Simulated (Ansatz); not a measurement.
Ansatz input

```yaml
crystal:
  lattice:
    - [2.8598184629, 1.6511169593, 4.1303750974]
    - [-2.8598184629, 1.6511169593, 4.1303750974]
    - [0.0, -3.3022339188, 4.1303750974]
  atoms:
    - { symbol: Hg, position: [0.0, 0.0, 0.0] }
hamiltonian:
  xc: revpbe0
  pseudopotentials:
    kind: paw
    azcp:
      Hg: "pseudopotentials/Hg.paw.azcp"
basis:
  ecutwfc: 420
  fft_grid_basis: typed
kpoints:
  mp_grid: { grid: [4, 4, 4], shift: [0, 0, 0] }
magnetization:
  spin_polarized: false
scf:
  occupations: { method: fermi_dirac, width: 0.1 }
```

and its output:

```
Engine: ansatz 0.2.0, aarch64-unknown-linux-gnu
Pseudopotentials: kind: paw
Pseudopotential: Hg, paw, valence charge 20, recommended cutoff 420 eV (normal) 
Functional definition: revPBE0
  parameter a = 0.25
  parameter kappa = 1.245
  parameter beta = 0.06672455060314922
  exchange = (1 - a)*pbe_x(kappa = kappa, mu = beta*pi^2/3) + a*exact_x
  correlation = pbe_c(beta = beta)
Crystal: 1 atoms, lattice volume = 117.019 Å³
Basis set: ecut = 420 eV, 2275 PW (Γ)
Bands: 14, of which v1, the nominal top of the filled ones, is band 10 counted from 1 (9 counted from 0)
Symmetry: 12 space group operations
Space group: R-3m (ITA 166), of the structure as read, at distance tolerance 4.9e-5 Å
k-points: 13 of 64
Non-local potential: Hg, projectors of the file, l = 0: 3, l = 1: 2, l = 2: 2, l = 3: 1
PAW form: soft (Blöchl's): semilocal exchange-correlation on the pseudo side does not see the compensation charge
PAW frozen core: Hg, regenerated for the run's functional, and the local potential with it (the file was generated under x = pbe(κ = 0.804, μ = 0.2195149727645171), c = pbe(β = 0.06672455060314922))
PAW one-centre angular grid: Hg, 590 points (default); XC on 64 Gauss nodes
Initial density: superposition of atomic densities (neutral atoms: chi_scale 0, normalization atom), corrected by the library's trained network
Initial wavefunctions: pseudopotential atomic-orbital guess
Functional: x = revpbe(κ = 1.245, μ = 0.2195149727645171), c = pbe(β = 0.06672455060314922), warm-up for x = 0.75 revpbe(κ = 1.245, μ = 0.2195149727645171) + 0.25 exact, c = pbe(β = 0.06672455060314922)
SCF iter   1: F=—  HF=-13824.039723 eV  |F-HF|=—  |Δ(HF+E_count)|=         —  Δρ=1.13e-3  dr2=7.48e-4  ethr=1.77e-3  ⟨swp⟩=2.0  Hψ=1214  notcnv=0
SCF iter   2: F=-13824.039425 eV  HF=-13824.039466 eV  |F-HF|=4.13e-5  |Δ(HF+E_count)|=   2.57e-4  Δρ=2.57e-4  dr2=8.08e-5  ethr=3.74e-6  ⟨swp⟩=3.0  Hψ=407  notcnv=0
SCF 1 stopped early in 2 iterations: F = -13824.039425 eV  dr2 = 8.08e-5
Initial density: handed on by an earlier stage of this run
Initial wavefunctions: those handed on with the density
Functional: x = 0.75 revpbe(κ = 1.245, μ = 0.2195149727645171) + 0.25 exact, c = pbe(β = 0.06672455060314922)
Frozen-core exchange: fock
SCF iter   1: F=—  HF=-13821.644752 eV  |F-HF|=—  |Δ(HF+E_count)|=         —  Δρ=4.35e-3  dr2=2.33e-2  ethr=4.04e-6  ⟨swp⟩=6.8  Hψ=766  notcnv=0
SCF iter   2: F=—  HF=-13821.636305 eV  |F-HF|=—  |Δ(HF+E_count)|=   8.45e-3  Δρ=1.76e-3  dr2=1.21e-3  ethr=4.04e-6  ⟨swp⟩=4.0  Hψ=515  notcnv=0
SCF iter   3: F=—  HF=-13821.639486 eV  |F-HF|=—  |Δ(HF+E_count)|=   3.18e-3  Δρ=1.02e-3  dr2=4.26e-4  ethr=4.04e-6  ⟨swp⟩=3.4  Hψ=397  notcnv=0
SCF iter   4: F=—  HF=-13821.639333 eV  |F-HF|=—  |Δ(HF+E_count)|=   1.53e-4  Δρ=4.20e-4  dr2=5.48e-5  ethr=2.09e-6  ⟨swp⟩=3.0  Hψ=381  notcnv=0
iter 5 solved again at ethr=2.76e-10 eV; its pass at ethr=2.35e-7 eV (dr2=5.53e-8 eV) is discarded
SCF iter   5: F=—  HF=-13821.639318 eV  |F-HF|=—  |Δ(HF+E_count)|=   1.47e-5  Δρ=5.77e-6  dr2=6.60e-6  ethr=2.76e-10  ⟨swp⟩=4.5  Hψ=910  notcnv=0  defer=1
eigensolver tolerance schedule calibrated: the retry pair's looser diagonalisation under-reported the residual by θ = 0.35 (0.12/decade); ethr = c·dr2/N_el runs at the constant in force after the calibration composes with the one it found (an armed cap, an earlier calibration), c = 7.1e-2
SCF iter   6: F=—  HF=-13821.639403 eV  |F-HF|=—  |Δ(HF+E_count)|=   8.52e-5  Δρ=9.06e-5  dr2=7.80e-6  ethr=2.76e-10  ⟨swp⟩=4.3  Hψ=595  notcnv=0  defer=1
SCF iter   7: F=-13821.639400 eV  HF=-13821.639400 eV  |F-HF|=2.38e-9  |Δ(HF+E_count)|=   3.15e-6  Δρ=2.49e-6  dr2=5.87e-8  ethr=2.76e-10  ⟨swp⟩=4.0  Hψ=531  notcnv=0
SCF 2 converged in 7 iterations: F = -13821.639400 eV  dr2 = 5.87e-8
hybrid outer 1: dexx = +3.978e-3 eV, tail = 2.05e-5 eV
Frozen-core exchange: fock
SCF iter   1: F=—  HF=-13821.639514 eV  |F-HF|=—  |Δ(HF+E_count)|=         —  Δρ=4.03e-5  dr2=1.04e-6  ethr=5.13e-7  ⟨swp⟩=3.0  Hψ=418  notcnv=0
iter 2 solved again at ethr=1.92e-10 eV; its pass at ethr=3.93e-9 eV (dr2=3.84e-8 eV) is discarded
SCF iter   2: F=-13821.639514 eV  HF=-13821.639514 eV  |F-HF|=3.15e-9  |Δ(HF+E_count)|=   3.44e-7  Δρ=8.16e-6  dr2=4.92e-8  ethr=1.92e-10  ⟨swp⟩=2.0  Hψ=637  notcnv=0
SCF 3 converged in 2 iterations: F = -13821.639514 eV  dr2 = 4.92e-8
hybrid outer 2: dexx = +2.731e-7 eV, tail = 1.47e-7 eV, Δε = 6.95e-4 eV (about 5.90e-5 eV left of the loop's levels)
hybrid SCF converged: 2 outer / 9 inner (+2 warm-up), last move |dexx| = 2.73e-7 eV, tail = 1.47e-7 eV
Stability not checked: this state was not tested for a lower state beside it, because the functional holds exact exchange (a hybrid, or Hartree-Fock), whose exchange loop this test does not read (fock_operator; see scf.lower_state_search)
Free energy (F): -13821.639514 eV
Frozen-core exchange: fock
Harris-Foulkes:  -13821.639514 eV  (|F-HF|=3.15e-9)
Internal energy: -13821.639514 eV  (E = F + TS)
E sigma→0 (E₀):  -13821.639514 eV
Fermi energy:    -0.573000 eV
--- Per-component energies (eV) ---
  E_band       = -726.548696
  E_kinetic    = 605.988687
  E_local      = -4619.030076  (includes V_loc(G=0)·N_el)
  E_nonlocal   = 74.927556
  E_hartree    = 1990.990681
  E_xc         = -169.354269
  E_vxc        = -200.600489  (∫ρ·V_xc dr)
  E_exx        = -85.694931  (= α·E_x^exact, valence–valence)
  E_paw        = -9919.981465  (= ΣΔE_a)
  E_vpaw       = -398.414757  (= ΣTr[D̂ρ^β])
  E_aug_tail   = 0.000948  (compensation charges beyond the density's cutoff)
  E_ewald      = -1697.603674
  E_core_change = -1.882972  (= ΣΔE_core)
  E_smearing   = -0.000000  (= −TS)
  E_closure    = 0.000000  (closes the sum)
  Σ components = -13821.639514   (vs F -13821.639514, Δ=0.00e0)
--- Band table (eV; the first three rows and the last of 13) ---
  k-point 0: bands = ["-119.6262", "-66.8317", "-66.8317", "-66.8316", "-7.9051", "-7.9051", "-7.8949", "-7.8898", "-7.8898", "-4.2246", "5.2904", "5.2904"]
  k-point 1: bands = ["-119.6262", "-66.8317", "-66.8317", "-66.8316", "-7.9045", "-7.9009", "-7.8927", "-7.8888", "-7.8871", "-4.0015", "3.2178", "5.1795"]
  k-point 2: bands = ["-119.6262", "-66.8317", "-66.8317", "-66.8316", "-7.9056", "-7.9003", "-7.8930", "-7.8860", "-7.8787", "-3.7355", "2.1694", "5.0931"]
  k-point 12: bands = ["-119.6262", "-66.8317", "-66.8317", "-66.8315", "-7.8993", "-7.8993", "-7.8985", "-7.8775", "-7.8775", "-3.5131", "2.3342", "4.7087"]
  guard bands above this table: 2 of the run's 14 bands. The solve was not asked for them (output.publish_guard_bands: true or output.eigenvalues: true publishes all)
```
